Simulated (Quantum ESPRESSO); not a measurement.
# Ni: equation of state with PBE

Crystal: Ni.

```
Ni
1.0
     0.00000    1.73757    1.73757
     1.73757    0.00000    1.73757
     1.73757    1.73757    0.00000
Ni
1
Cartesian
  0.0000 0.0000 0.0000
```

| Property | Result |
| --- | --- |
| Program | Quantum ESPRESSO 7.5 |
| Task | equation of state |
| Functional | PBE |
| Potentials or basis | SSSP 1.3 efficiency PBE |
| Cutoff | 748 eV |
| Density cutoff | 5987 eV |
| k mesh | 13 × 13 × 13 |
| Occupations | fermi-dirac, width 0.05 eV |
| Spin | collinear spin, ferromagnetic start |
| Starting moments | [1.0] μB |
| Mixing beta | 0.3 |
| Most SCF iterations | 120 |
| SCF threshold | 2e-10 Ry |

```
Equilibrium volume                      : 10.88 Å³/atom
Bulk modulus                            : 201 GPa
Pressure derivative of the bulk modulus : 4.9
```

Energy against volume, from the lowest point:
| volume (Å³/atom) | energy (meV/atom) |
| --- | --- |
| 9.862 | 72.83 |
| 10.072 | 44.12 |
| 10.282 | 23.29 |
| 10.492 | 9.46 |
| 10.702 | 1.92 |
| 10.912 | 0.00 |
| 11.122 | 3.04 |

All runs of the series together: 3.8 min on 1 thread of Arm Neoverse V1 (shared host).
